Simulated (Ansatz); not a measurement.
# PbS: band gap under strain

Aim: follow the gap of PbS in the database structure through these states: +3.7 % strain along x alone; +2.1 % shear in the xy plane. The table at the end shows which levels were run.

Code: Ansatz 0.2.0. PAW datasets, plane waves. The values are computed, spin-unpolarised, and not measurements.

**1. The cell**

The unstrained cell was relaxed with r2SCAN+rVV10; in each strained cell the atoms were relaxed again with r2SCAN+rVV10. Names of k-points are those of the unstrained zone, where strain can split equivalent points. First state: +3.7 % strain along x alone.

Space group C2/m (No. 12), monoclinic; a = 6.148 Å, b = 5.929 Å, c = 22.267 Å, β = 95.6° in the conventional setting, 100.99 Å³ an atom. Around Pb lie 3 S at 2.64–2.97 Å; around S lie 3 Pb at 2.64–2.97 Å.

Structure file:

```cif
data_structure
_symmetry_space_group_name_H-M 'C2/m'
_symmetry_Int_Tables_number 12
_cell_length_a 6.1482
_cell_length_b 5.9294
_cell_length_c 22.2666
_cell_angle_alpha 90.000
_cell_angle_beta 95.574
_cell_angle_gamma 90.000
_cell_volume 807.88
loop_
_atom_site_label
_atom_site_type_symbol
_atom_site_symmetry_multiplicity
_atom_site_Wyckoff_symbol
_atom_site_fract_x
_atom_site_fract_y
_atom_site_fract_z
_atom_site_occupancy
Pb1 Pb 4 i 0.22770 0.50000 0.93657 1
S1 S 4 i 0.73033 0.50000 0.94408 1
```

From earlier runs on the unstrained cell: PBE 1.73 eV, r2SCAN 2.10 eV, HSE06 2.35 eV; a = 5.929 Å, b = 5.929 Å, c = 22.259 Å, β = 95.4°.

**2. +3.7 % strain along x alone: PBE**

Contents of input.yaml:

```yaml
crystal:
  lattice:
    - [3.0740803019, -2.9646840554, -5.1386e-06]
    - [3.0740803019, 2.9646840554, -5.1386e-06]
    - [-2.1625639263, 0.0, 22.1612863754]
  atoms:
    - { symbol: Pb, position: [0.7377955941, 0.7176005528, 0.936573865] }
    - { symbol: Pb, position: [0.2823994472, 0.2622044059, 0.063426135] }
    - { symbol: S, position: [0.2405285797, 0.2201236211, 0.9440766262] }
    - { symbol: S, position: [0.7798763789, 0.7594714203, 0.0559233738] }
kpoints:
  mp_grid: { grid: [6, 6, 2] }
  band_path:
    path:
      - [0.0, 0.0, 0.0]
      - [0.0, 0.0, 0.5]
      - [-0.4959193223, 0.4959193223, 0.5]
      - [-0.5040806777, -0.4959193223, 0.5]
      - [-0.5, -0.5, 0.5]
      - [-0.5, 0.5, 0.0]
      - [-0.5, 0.0, 0.5]
      - [-0.5, 0.0, 0.0]
      - [-0.4, 0.0, 0.4]
      - [-0.005208, 0.40625, 0.0]
      - [-0.00651, 0.424479, 0.0]
    npoints: 1
hamiltonian:
  xc: pbe
scf:
  occupations: { method: fermi_dirac, width: 0.02 }
  n_extra_bands: 5
output:
  forces: true
  stress: true
  eigenvalues: true
```

On the command line:

```bash
ansatz run input.yaml --threads 4 --pin off --max-ram 4608MiB --backend cpu --events-out ev --progress --plain --runs-dir out
```

Further steps of the session: +3.7 % strain along x alone: r2SCAN; +3.7 % strain along x alone: HSE06; +2.1 % shear in the xy plane: PBE; +2.1 % shear in the xy plane: r2SCAN; +2.1 % shear in the xy plane: HSE06.

**Question.** What will these runs give?

As calculated:

Least gap in eV (negative: overlap), with the change from the unstrained cell in brackets:

```
                       state  volume change (%)           PBE        r2SCAN         HSE06
 +3.7 % strain along x alone               +3.7  1.73 (+0.00)  2.09 (-0.01)  2.36 (+0.01)
+2.1 % shear in the xy plane               -0.0  1.59 (-0.14)  1.95 (-0.15)  2.19 (-0.16)
```

**Reading.** The largest move of the HSE06 gap in the table is -0.159 eV, under +2.1 % shear in the xy plane. PBE and HSE06 differ by 0.62 eV on the unstrained gap, and by at most 0.02 eV on its change. Spin-orbit coupling is left out of the table, though the cell holds Pb (Z = 82); in an element this heavy it can shift bands and gaps by tenths of an eV.
